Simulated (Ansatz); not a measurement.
# CuO: the cost of one run

Method: DFT r2SCAN, scalar-relativistic, plane waves, PAW, in Ansatz 0.2.0.

## (1) The structure to begin with

It takes space group C2/c (No. 15, monoclinic). Conventional cell: a = 4.695 Å, b = 3.418 Å, c = 5.133 Å, α = 90.00°, β = 99.65°, γ = 90.00°. Cu (site symmetry -1) is surrounded by 4 O at 1.95 to 1.96 Å. O (site symmetry 2) has 4 Cu at 1.95 to 1.96 Å in its first shell of neighbours.

Coordinates:

```
Cu O
1.0
     5.55502    0.00000   -5.06027
     0.00000    3.41820    0.00000
     3.83418    0.00000    5.06027
Cu O
8 8
Cartesian
  1.1737 0.8546 0.0000
  5.8683 0.8546 0.0000
  3.5210 2.5636 0.0000
  8.2156 2.5636 0.0000
  6.2985 2.5636 -2.5301
  5.4380 2.5636 2.5301
  3.0907 0.8546 2.5301
  3.9512 0.8546 -2.5301
  5.3399 1.4288 -3.7952
  4.4795 1.4288 1.2651
  2.1322 3.1379 1.2651
  6.8268 3.1379 1.2651
  4.9097 1.9894 -1.2651
  4.0493 1.9894 3.7952
  7.2570 0.2803 -1.2651
  2.5624 0.2803 -1.2651
```

## (2) Relaxing cell and atoms: CuO, moments +−−++−+−

Input file input.yaml:

```yaml
crystal:
  lattice:
    - [5.5550235458, 0.0, -5.0602701244]
    - [0.0, 3.4182, 0.0]
    - [3.8341764542, 0.0, 5.0602701244]
  atoms:
    - { symbol: Cu, position: [0.125, 0.25, 0.125], spin: 0.7 }
    - { symbol: Cu, position: [0.625, 0.25, 0.625], spin: -0.7 }
    - { symbol: Cu, position: [0.375, 0.75, 0.375], spin: -0.7 }
    - { symbol: Cu, position: [0.875, 0.75, 0.875], spin: 0.7 }
    - { symbol: Cu, position: [0.875, 0.75, 0.375], spin: 0.7 }
    - { symbol: Cu, position: [0.375, 0.75, 0.875], spin: -0.7 }
    - { symbol: Cu, position: [0.125, 0.25, 0.625], spin: 0.7 }
    - { symbol: Cu, position: [0.625, 0.25, 0.125], spin: -0.7 }
    - { symbol: O, position: [0.875, 0.418, 0.125] }
    - { symbol: O, position: [0.375, 0.418, 0.625] }
    - { symbol: O, position: [0.125, 0.918, 0.375] }
    - { symbol: O, position: [0.625, 0.918, 0.875] }
    - { symbol: O, position: [0.625, 0.582, 0.375] }
    - { symbol: O, position: [0.125, 0.582, 0.875] }
    - { symbol: O, position: [0.875, 0.082, 0.625] }
    - { symbol: O, position: [0.375, 0.082, 0.125] }
magnetization:
  spin_polarized: true
scf:
  occupations: { method: gaussian, width: 0.02 }
output:
  forces: true
  stress: true
  eigenvalues: true
  populations: true
hamiltonian:
  xc: r2scan
kpoints:
  mp_grid: { grid: [4, 7, 5] }
relax:
  f_tol: 0.01
  max_steps: 60
  cell: { stress_tol: 0.05, p_target: 0 }
```

On the command line:

```console
$ ansatz run input.yaml --threads 16 --pin off --max-ram 24576MiB --backend cpu --events-out ev --progress --plain --runs-dir out
```

**Question.** How long does this run take on 16 threads of Arm Neoverse N1, shared host, and how much memory does it need?

About 6.5 min, with a peak of 3.5 GiB.
